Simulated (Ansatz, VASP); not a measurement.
**AlN: VASP beside Ansatz**

INCAR

```
SYSTEM = AlN
  ALGO = Normal
  EDIFF = 1E-7
  ENCUT = 520
  GGA = PS
  ISIF = 2
  ISMEAR = 0
  LASPH = .True.
  LCHARG = .False.
  LREAL = .False.
  LWAVE = .False.
  NBANDS = 11
  NELM = 80
  PREC = Accurate
  SIGMA = 0.05
```

KPOINTS

```
k-points
0
Gamma
  10 10 10
  0 0 0
```

The input POSCAR:

```
AlN
1.0
    0.0000000000      2.1376609775      2.2141545284
    2.2141545284      0.0000000000      2.2141545284
    2.2141545284      2.1376609775      0.0000000000
Al N
1 1
Direct
   -0.0022533278      0.0022533278      0.0022533278
    0.7543405620      0.7456594380      0.7456594380
```

Input for Ansatz:

```yaml
crystal:
  lattice:
    - [0.0, 2.1376609775, 2.2141545284]
    - [2.2141545284, 0.0, 2.2141545284]
    - [2.2141545284, 2.1376609775, 0.0]
  atoms:
    - { symbol: Al, position: [-0.0022533278, 0.0022533278, 0.0022533278] }
    - { symbol: "N", position: [0.754340562, 0.745659438, 0.745659438] }
basis:
  ecutwfc: 520.0
kpoints:
  mp_grid: { grid: [10, 10, 10] }
hamiltonian:
  xc: pbesol
  pseudopotentials: { kind: paw, azcp: { folder: soft_1 } }
scf:
  occupations: { method: gaussian, width: 0.05 }
output:
  forces: true
  stress: true
  eigenvalues: true
```

Change from the starting cell: mode 4 frozen in at -0.019 Å, strain +e along z and -e/2 along x and y -0.0233.

Alike in both runs: task single point; functional PBEsol; k mesh 10 × 10 × 10; occupations gaussian, width 0.05 eV; no spin polarisation.

|  | VASP | Ansatz |
| --- | --- | --- |
| version | VASP 6.6.1 | Ansatz 0.2.0 |
| potentials or method | VASP PAW PBE potentials, release 64 (Al, N) | scalar-relativistic, plane waves, PAW |
| plane-wave cutoff (eV) | 520 | 520 |
| valence electrons in the cell | 8 | 8 |

|  | VASP | Ansatz | Ansatz less VASP |
| --- | --- | --- | --- |
| gap on the k mesh at the Fermi level (eV) | 2.96 | 2.97 | +0.008 |
| least direct gap on the mesh (eV) | 3.95 | 3.93 | -0.015 |
| pressure (GPa) | 0.1 | 0.1 | -0.01 |
| largest component of the traceless stress (GPa) | 2.73 | 2.72 | -0.006 |
| rms of the force components (eV/Å) | 0.246 | 0.244 | -0.0019 |

Atom by atom the forces differ by 0.002 eV/Å (rms over components). Ansatz warned: «pseudo_functional_mismatch».

Caveats: the PAW data sets were made with another functional, which shifts forces and pressure a little (VASP). A k mesh can miss the band edges.
